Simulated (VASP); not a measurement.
Input of a VASP 6.6.1 run:

File INCAR:

```
  PREC = Accurate
  ENCUT = 520
  EDIFF = 1E-6
  ISMEAR = 0
  SIGMA = 0.01
  LREAL = F
  LASPH = T
  NELM = 80
  ALGO = Fast
  ISIF = 2
  LWAVE = F
  LCHARG = T
  GGA = PE
  LELF = T
  LVHAR = T
  LVACPOTAV = T
  NBANDS = 15
```

The input KPOINTS:

```
Automatic mesh
0
Gamma
  1 1 1
```

Contents of POSCAR:

```
H3CF
1.0
   12.0000000000      0.0000000000      0.0000000000
    0.0000000000     11.0000000000      0.0000000000
    0.0000000000      0.0000000000     11.0000000000
C F H
1 1 3
Direct
    0.4898040000      0.4944160000      0.4974050000
    0.5784600000      0.4374020000      0.4805690000
    0.4152070000      0.4416910000      0.4853890000
    0.4816110000      0.5725870000      0.4256990000
    0.4910730000      0.5439850000      0.5777440000
```

Potentials or basis: VASP PAW PBE potentials, release 64 (C, F, H).

The run is started by

```sh
$ cat potpaw_PBE.64/C/POTCAR potpaw_PBE.64/F/POTCAR potpaw_PBE.64/H/POTCAR > POTCAR
$ mpirun -np 1 vasp_gam > vasp.out
```

Problem. Estimate the gap between the frontier levels.

Solution. 6.92 eV.

Problem. Predict the largest force.

Solution. 7.643 eV/Å.

Forces on the atoms (eV/Å):
```
C   -5.298  5.020 -2.269
F    6.271 -4.138 -1.012
H   -0.734 -0.731  0.201
H    0.006 -1.005  0.678
H   -0.245  0.854  2.402
```

Caveat: the standard files for N, O and F lose accuracy on very short bonds.
